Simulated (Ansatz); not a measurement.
The cell is La2O3 (started from an entry of an open crystallographic database); cell and atoms were relaxed with r2SCAN. Space group P6/mmm (No. 191), hexagonal; a = 6.355 Å, c = 3.279 Å in the conventional setting, 22.93 Å³ an atom. La has 6 O at 2.46 Å; O has 4 La at 2.46 Å.

4 runs of the PAW code Ansatz on this cell differ in the functional (and in the settings that go with it). Levels are in eV from each run's valence top; v1 is the last filled band, c1 the first empty one.

Run A, mean stress -4.5 GPa (compression positive):
```
point     v2     v1    c1    c2
    Γ  -0.71  -0.47  1.45  3.32
    M  -1.07  -0.94  2.56  3.35
    K  -1.34  -0.99  3.04  3.04
    A  -0.31   0.00  4.15  4.18
    L  -0.66  -0.65  4.21  4.24
    H  -0.71  -0.71  4.23  4.23
```

Run B, mean stress -0.9 GPa (compression positive):
```
point     v2     v1    c1    c2
    Γ  -0.74  -0.47  3.56  5.74
    M  -1.12  -0.97  4.83  5.81
    K  -1.41  -1.02  5.41  5.41
    A  -0.33   0.00  6.70  6.70
    L  -0.69  -0.68  6.52  7.60
    H  -0.73  -0.73  6.69  7.60
```

Run C, mean stress -1.0 GPa (compression positive):
```
point     v2     v1    c1    c2
    Γ  -0.72  -0.47  2.81  5.00
    M  -1.11  -0.96  4.07  5.05
    K  -1.39  -1.02  4.65  4.65
    A  -0.32   0.00  5.94  5.94
    L  -0.68  -0.67  5.77  6.83
    H  -0.73  -0.73  5.94  6.83
```

Run D, mean stress +0.7 GPa (compression positive):
```
point     v2     v1    c1    c2
    Γ  -0.70  -0.47  1.59  3.45
    M  -1.07  -0.93  2.67  3.46
    K  -1.32  -0.99  3.13  3.13
    A  -0.31   0.00  4.21  4.26
    L  -0.66  -0.65  4.26  4.31
    H  -0.70  -0.70  4.29  4.29
```

Task: Match the runs to LDA, PBE, HSE06, PBE0.

Result: A is LDA, B is PBE0, C is HSE06, D is PBE. In order of the gap: LDA 1.45, PBE 1.59, HSE06 2.81, PBE0 3.56 eV.

No spin polarisation and no zero-point or thermal motion.

Spin-orbit coupling is left out.

The program warns that its thresholds are loose for a hybrid's stress.

The meshes of the hybrids are coarse, so their gaps aren't converged to the digits shown.
